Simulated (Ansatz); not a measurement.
Ir in Ansatz: convergence with k mesh

Crystal: Ir.

```
CELL_PARAMETERS angstrom
2.75138 0.00000 0.00000
-1.37569 2.38276 0.00000
0.00000 0.00000 4.46229
ATOMIC_POSITIONS crystal
Ir 0.33333 0.66667 0.25000
Ir 0.66667 0.33333 0.75000
```

This isn't the form of Ir at room conditions, which is fcc.

* Program: Ansatz 0.2.0
* Task: convergence study
* Functional: PBE
* Potentials or basis: PseudoDojo standard (PBE files)
* Cutoff: 925 eV
* Density cutoff: 3701 eV
* k mesh: 3 × 3 × 2
* Occupations: fermi-dirac, width 0.05 eV
* Spin: no spin polarisation

These are the settings of the first run; the series varies k mesh, with any setting tied to it.

Hardware: 2 threads of Arm Neoverse V2, on a shared host.

| k mesh | energy less the tightest run, at zero smearing (meV/atom) | pressure (GPa) | SCF cycles | CPU time (s) | peak memory (GiB) |
| --- | --- | --- | --- | --- | --- |
| 3 × 3 × 2 | 606.26 | 8.54 | 7 | 0.59 | 0.26 |
| 4 × 4 × 3 | -201.62 | -5.83 | 7 | 0.79 | 0.26 |
| 5 × 5 × 3 | 84.65 | -0.85 | 6 | 0.8 | 0.27 |
| 6 × 6 × 4 | 11.48 | -2.18 | 6 | 1.4 | 0.29 |
| 8 × 8 × 5 | 42.47 | -1.20 | 6 | 2 | 0.3 |
| 10 × 10 × 6 | 4.12 | -1.96 | 6 | 3.5 | 0.33 |
| 12 × 12 × 7 | -4.83 | -2.25 | 6 | 5.4 | 0.35 |
| 15 × 15 × 8 | -0.32 | -2.12 | 6 | 8.1 | 0.4 |
| 18 × 18 × 10 | 0.00 | -2.14 | 6 | 13 | 0.48 |

Against the tightest run, the energy stays within 1 meV/atom from 15 × 15 × 8 on; the pressure stays within 0.1 GPa from 15 × 15 × 8 on. Meshes of other sizes hit other points, so gaps and Fermi surfaces needn't settle smoothly. The tightest run that finished is the yardstick and may itself not be fully converged.

Spin-orbit coupling is left out, which matters for the levels of Ir.
